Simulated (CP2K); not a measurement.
Runs of CP2K 2026.2 on Bi. The structure is cubic, space group Im-3m (No. 229). Conventional cell: a = 3.963 Å, b = 3.963 Å, c = 3.963 Å, α = 90.00°, β = 90.00°, γ = 90.00°. Bi (site symmetry m-3m) is surrounded by 8 Bi at 3.43 Å. This isn't the form of Bi at room conditions, which is rhombohedral.

| level | gap on the mesh (eV) | pressure (GPa) | relaxed volume (Å³/atom) |
| --- | --- | --- | --- |
| OLYP | none | 0.0 | (a) |
| PBE | none | 0.0 | 32.56 |
| PBEsol | none | 0.0 | 31.94 |
| LDA | none | 0.0 | 32.08 |

Alike in all rows: task relaxation of cell and atoms; potentials or basis POTENTIAL_UZH Bi GTH-PBE-q5; TZVP-MOLOPT-PBE-GTH basis; no spin polarisation; cell relaxed; k mesh 7 × 7 × 7; smearing fermi-dirac 0.05 eV.

Question: Fill in the values left out.

Answer: (a) 31.86.

Caveats: spin-orbit coupling is left out, which moves the levels of the heavy elements; the basis of atomic orbitals isn't converged, which shifts pressures, moduli and gaps; the potentials were made for another functional, which shifts forces and pressure (some runs).

A k mesh can miss the band edges, and the runs leave out spin-orbit coupling on Bi.

A gap of «none» marks a metal or a gap under the smearing width.
